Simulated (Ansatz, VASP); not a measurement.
**Al31O48 (V_Al) in two plane-wave programs**

One calculation is typed for both programs; each brings its own data sets. How far apart do they land? The cell is taken from a series of runs on this material, whose earlier steps may have relaxed, scaled, displaced or heated it; both programs get it as it stands.

Main program and level: Ansatz 0.2.0; plane waves, with VASP 6.6.1 beside it; single point at PBEsol.

### 1. Set-up

The cell holds 79 atoms: 31 Al and 48 O. Its edges and angles: a = 10.280 Å, b = 10.280 Å, c = 10.280 Å, α = 55.3°, β = 55.3°, γ = 55.3°. It derives from Al2O3 (Al2O3 (R-3c)). Nearest the centre at fractional (0.426, 0.426, 0.426): O60 at 2.02 Å, O43 at 2.02 Å, O45 at 2.03 Å, O41 at 2.12 Å, O44 at 2.12 Å, O58 at 2.13 Å, Al1 at 2.56 Å, Al22 at 2.71 Å.

Structure file:

```xyz
79
Lattice="4.7739 2.7562 8.6765 -4.7739 2.7562 8.6765 0.0000 -5.5124 8.6765" Properties=species:S:1:pos:R:3 pbc="T T T"
Al   -0.0064    0.0036    8.5330
Al   -0.0055    0.0036    1.9260
Al   -0.0058    0.0035    4.5840
Al    0.0049   -2.7627   12.7729
Al   -0.0258   -2.7611   15.4340
Al   -0.0042   -2.7375    6.2651
Al   -0.0301   -2.7774    8.9007
Al   -2.4064    1.3779   12.7726
Al   -2.3902    1.4006   15.4340
Al   -2.3804    1.3719    6.2646
Al   -2.4029    1.4158    8.8992
Al   -2.3831   -1.3647   17.1150
Al   -2.3877   -1.3685   19.7589
Al   -2.3246   -1.3145   10.6023
Al   -2.3925   -1.3716   13.2810
Al    2.3844    1.3966   12.7735
Al    2.3970    1.3693   15.4347
Al    2.3665    1.3742    6.2650
Al    2.4182    1.3715    8.9000
Al    2.3674   -1.3707   17.1152
Al    2.3739   -1.3726   19.7588
Al    2.2964   -1.3458   10.6019
Al    2.3790   -1.3754   13.2804
Al   -0.0015    2.7457   17.1146
Al   -0.0034    2.7524   19.7583
Al    0.0103    2.6729   10.6032
Al   -0.0045    2.7578   13.2803
Al   -0.0055    0.0033   21.4798
Al   -0.0064    0.0035   24.1207
Al   -0.0058    0.0033   14.9411
Al   -0.0057    0.0035   17.6163
O     0.9246   -1.3717    5.4168
O     1.6535    0.1242    7.5830
O    -1.6622   -0.1151    5.4160
O     0.7198    1.4971    5.4166
O    -0.7308   -1.4947    7.5839
O    -0.9417    1.3797    7.5815
O     0.9198   -4.1359    9.7539
O     1.6463   -2.6415   11.9268
O    -1.6701   -2.8634    9.7613
O     0.7746   -1.3212    9.6287
O    -0.7413   -4.2519   11.9297
O    -1.0314   -1.5049   11.9606
O    -1.5429   -0.0058    9.6294
O    -0.7989    1.6468   11.9609
O    -4.0548    1.2723    9.7528
O    -1.6575    2.8787    9.7609
O    -3.1228   -0.1038   11.9269
O    -3.3235    2.7684   11.9297
O    -1.4769   -2.7562   14.1248
O    -0.7346   -1.2586   16.2708
O    -4.0521   -1.4854   14.1074
O    -1.6564    0.1254   14.0923
O    -3.1276   -2.8573   16.2733
O    -3.3062   -0.0093   16.2412
O     3.3102   -0.0045    9.7609
O     4.0472    1.4940   11.9297
O     0.7522    1.3450    9.6251
O     3.1173    2.8753    9.7534
O     1.8140   -0.1302   11.9601
O     1.4592    2.7569   11.9262
O     3.3056   -2.7560   14.1086
O     4.0318   -1.2690   16.2737
O     0.7140   -1.4868   14.0918
O     3.1194    0.1099   14.1256
O     1.6535   -2.8497   16.2431
O     1.4505    0.0027   16.2711
O     0.9248    1.3713   14.0915
O     1.6331    2.8672   16.2406
O    -1.6611    2.6565   14.1251
O     0.7270    4.2515   14.1074
O    -0.7341    1.2646   16.2709
O    -0.9234    4.1362   16.2730
O     0.9168   -1.3849   18.4449
O     1.6382    0.1146   20.6048
O    -1.6689   -0.1009   18.4445
O     0.7364    1.4967   18.4448
O    -0.7316   -1.4742   20.6048
O    -0.9232    1.3714   20.6051
```

### 2. Ansatz: single point, PBEsol

Ansatz runs on its default PAW (the set named soft_2) files.

With cell and atoms fixed, the geometry can't cause a difference; cores, projectors, grids and the points listed under the comparison can.

input.yaml

```yaml
crystal:
  checkpoint: "../q0_M3.relax.run"
  host: checkpoint
basis:
  ecutwfc: 420
  xc_grid: 2
hamiltonian:
  xc: pbesol
kpoints:
  mp_grid: { grid: [2, 2, 2], shift: [0.5, 0.5, 0.5] }
magnetization:
  spin_polarized: true
  initial_magnetization: 3
  spin_locking: { lock_magnetization: hard }
scf:
  occupations: { method: fermi_dirac, width: 0.01 }
  max_iter: 60
output:
  forces: true
  eigenvalues: true
  charged_corrections:
    epsilon: [3.3, 3.3, 3.26]
    static_epsilon: [9.72, 9.72, 11.81]
    defect_position: [0.426048, 0.426048, 0.426048]
  eigenstates: { localisation: true }
  populations: true
  efg: {}
checkpoint:
  read: "../q0_M3.relax.run"
  write: "../q0_M3.point.run"
  compress: false
  write_wavefunctions: false
  write_every: 100000
```

The run is started by

```bash
$ ansatz run input.yaml --threads 8 --pin off --max-ram 22609MiB --backend cpu --events-out ev --progress --plain --runs-dir out
```

Numbers of over 12 decimals in the logs are rounded to 6 here.

Log:

```text
crystal.checkpoint: the structure is that of <dir>, a `relax` run, at its step 7: its result, under pbesol at a charge of 0 e; 79 atoms read, 0 with a starting moment; crystal.structure_sha256 for this input is
Engine: ansatz 0.2.0, aarch64-unknown-linux-gnu
Pseudopotentials: kind: paw
Pseudopotential: Al, paw, valence charge 3, recommended cutoff 420 eV (normal), Al.paw.azcp
Pseudopotential: O, paw, valence charge 6, recommended cutoff 420 eV (normal), O.paw.azcp
Functional definition: PBEsol
  exchange = pbesol_x
  correlation = pbesol_c
Crystal: 79 atoms, lattice volume = 684.980 Å³
Basis set: ecut = 420 eV, 13367 PW (Γ), exchange–correlation on 144×144×144 points (8 copies of the dense FFT grid, shifted against one another)
Bands: 271, of which v1, the nominal top of the filled ones, is band 191 counted from 1 (190 counted from 0)
Symmetry: 1 space group operations
Space group: P1 (ITA 1), of the structure as read, at distance tolerance 8.8e-5 Å
Magnetic group: BNS 1.1 (UNI 1), of the structure as read, at distance tolerance 8.8e-5 Å
k-points: 4 of 8 (time reversal used)
Non-local potential: Al, projectors of the file, l = 0: 2, l = 1: 2, l = 2: 1
Non-local potential: O, projectors of the file, l = 0: 2, l = 1: 2, l = 2: 1
PAW form: soft (Blöchl's): semilocal exchange-correlation on the pseudo side does not see the compensation charge
PAW frozen core: Al, regenerated for the run's functional, and the local potential with it (the file was generated under x = pbe(κ = 0.804, μ = 0.219515), c = pbe(β = 0.066725))
PAW frozen core: O, regenerated for the run's functional, and the local potential with it (the file was generated under x = pbe(κ = 0.804, μ = 0.219515), c = pbe(β = 0.066725))
PAW one-centre angular grid: Al, 110 points (default); XC on 64 Gauss nodes
PAW one-centre angular grid: O, 110 points (default); XC on 64 Gauss nodes
Initial density: read from a saved state, or passed on in memory by an earlier SCF of this step, an earlier step, the calling program or the single point that the run made first
Stability of the state it starts from, as read at its close in the collinear treatment: not read negative (Ritz values of 1 − χ₀K, real part plus size of imaginary part, from 0.82 to 3.0, by its mixing steps under no symmetry); read among states of the locked total moment alone; its run was given moments
Starting moments: Σ|m| = 3 μB on 79 of 79 sites; this step starts from the density that it was given
Initial wavefunctions: pseudopotential atomic-orbital guess — the wavefunctions supplied were not used: k-point sampling differs
Functional: x = pbesol(κ = 0.804, μ = 0.123457), c = pbesol(β = 0.046)
iter 1 solved again at ethr=6.23e-6 eV; its pass at ethr=3.10e-3 eV (dr2=2.37e-2 eV) is discarded
SCF iter   1: F=—  HF=-43293.855660 eV  |F-HF|=—  |Δ(HF+E_count)|=         —  Δρ=2.19e-3 (↑2.34e-4 ↓2.19e-3)  dr2=2.37e-2  dr2_m=7.58e-3  M=3.000 μB ∫|m|=3.201 μB  β_m=0.30  ethr=6.23e-6  ⟨swp⟩=10.2  Hψ=16932  notcnv=0  defer=30
preconditioner: auto → Kerker (q_TF=auto, 2.474 Å⁻¹)  [metal: Δε(μ)=0.016 eV  Ē_g=17.120 eV  σ=0.010 eV  W_gap=0.34  n_scr=174 (ndim 8)  ℏωp=27.7 eV  f_vac=0.002  D(μ)=19.12/eV (n_scr^D=132)]
spin=Collinear: Kerker preconditioning applied to the charge; magnetization (m = ρ↑ − ρ↓) channel mixes plain (no charge-response kernel on spin).
SCF iter   2: F=—  HF=-43293.854909 eV  |F-HF|=—  |Δ(HF+E_count)|=   7.51e-4  Δρ=1.66e-3 (↑2.23e-4 ↓1.66e-3)  dr2=1.56e-2  dr2_m=4.49e-3  M=3.000 μB ∫|m|=3.201 μB  β_m=0.43  ethr=6.22e-6  ⟨swp⟩=2.4  Hψ=2643  notcnv=0  defer=25
SCF iter   3: F=—  HF=-43293.855658 eV  |F-HF|=—  |Δ(HF+E_count)|=   7.49e-4  Δρ=2.29e-3 (↑2.42e-4 ↓2.29e-3)  dr2=4.46e-2  dr2_m=8.05e-3  M=3.000 μB ∫|m|=3.200 μB  β_m=0.23  ethr=4.10e-6  ⟨swp⟩=2.0  Hψ=2494  notcnv=0  defer=25  recentre
SCF iter   4: F=—  HF=-43293.854591 eV  |F-HF|=—  |Δ(HF+E_count)|=   1.07e-3  Δρ=8.53e-4 (↑1.89e-4 ↓8.53e-4)  dr2=6.67e-3  dr2_m=1.26e-3  M=3.000 μB ∫|m|=3.199 μB  β_m=0.29  ethr=4.10e-6  ⟨swp⟩=1.9  Hψ=2191  notcnv=0  defer=25
SCF iter   5: F=—  HF=-43293.854310 eV  |F-HF|=—  |Δ(HF+E_count)|=   2.81e-4  Δρ=1.97e-4 (↑1.97e-4 ↓1.83e-4)  dr2=2.03e-3  dr2_m=3.92e-5  M=3.000 μB ∫|m|=3.199 μB  β_m=0.42  ethr=1.75e-6  ⟨swp⟩=1.9  Hψ=2852  notcnv=0  defer=25
SCF iter   6: F=—  HF=-43293.853962 eV  |F-HF|=—  |Δ(HF+E_count)|=   3.48e-4  Δρ=2.72e-4 (↑7.91e-5 ↓2.72e-4)  dr2=1.63e-3  dr2_m=1.03e-4  M=3.000 μB ∫|m|=3.198 μB  β_m=0.45  ethr=5.34e-7  ⟨swp⟩=1.6  Hψ=2820  notcnv=0  defer=25
SCF iter   7: F=—  HF=-43293.853896 eV  |F-HF|=—  |Δ(HF+E_count)|=   6.60e-5  Δρ=2.90e-4 (↑6.92e-5 ↓2.90e-4)  dr2=1.48e-3  dr2_m=1.22e-4  M=3.000 μB ∫|m|=3.199 μB  β_m=0.47  ethr=4.28e-7  ⟨swp⟩=1.0  Hψ=2022  notcnv=0  defer=25
SCF iter   8: F=—  HF=-43293.853792 eV  |F-HF|=—  |Δ(HF+E_count)|=   1.04e-4  Δρ=1.75e-4 (↑4.91e-5 ↓1.75e-4)  dr2=5.98e-4  dr2_m=3.88e-5  M=3.000 μB ∫|m|=3.198 μB  β_m=0.42  ethr=3.88e-7  ⟨swp⟩=1.0  Hψ=2022  notcnv=0  defer=25
[...]
k-point 2 ↑: bands = [... 187 lower, 6.9999, 7.0347, 7.0507, 7.1361, 7.1583, 14.5470, 15.0458, 15.4738, ... 76 higher]
  k-point 3 ↓: bands = [... 187 lower, 7.4166, 7.4569, 7.5224, 7.6337, 7.7369, 14.5830, 15.0811, 15.5115, ... 76 higher]
--- Löwdin populations: 79 sites ---
  site symbol       q [e]    m [muB]
     0     Al      1.7346    -0.0128
     1     Al      1.7364    -0.0015
     2     Al      1.7337    -0.0012
     3      O      6.7788     0.0043
     4      O      6.7734     0.0170
     5      O      6.7788     0.0043
     6      O      6.7788     0.0044
     7      O      6.7736     0.0168
     8      O      6.7738     0.0165
     9     Al      1.7281    -0.0088
    10     Al      1.7321    -0.0022
    11     Al      1.7346    -0.0014
    12     Al      1.7338    -0.0068
    13      O      6.7753     0.0093
    14      O      6.7785     0.0070
    15      O      6.7721     0.0184
    16      O      6.6856     0.2780
    17      O      6.7722     0.0193
    18      O      6.6189     0.4263
    19     Al      1.7279    -0.0088
    20     Al      1.7321    -0.0021
    21     Al      1.7346    -0.0014
    22     Al      1.7338    -0.0068
    23      O      6.6856     0.2777
[...]
71     Al      1.7292    -0.0017
    72     Al      1.7354    -0.0013
    73      O      6.7698     0.0228
    74      O      6.7296     0.1240
    75      O      6.7700     0.0222
    76      O      6.7700     0.0220
    77      O      6.7300     0.1229
    78      O      6.7297     0.1235
  spilling = 0.008019 (of n_electrons = 381.000000)
```

In the SCF lines HF is the Harris–Foulkes energy and dr2 the Hartree energy of the density residual, in eV; the loop may stop once dr2 is under the threshold and the program's other checks hold. Hψ counts applications of the Hamiltonian.

(Part 1 of 2 ends here.)

[Lines on the potential files, build, host, timing and source positions are cut from VASP's logs without a mark.]

[Logs are printed without paths, hosts, clocks, repeated set-up lines and the standing remarks that a program may print on its own settings, such as how far it seeks lower states.]

[Hosts, paths, dates, database ids (printed as entryN), source tags and the programs' standing remarks are cut or masked in the printed files.]
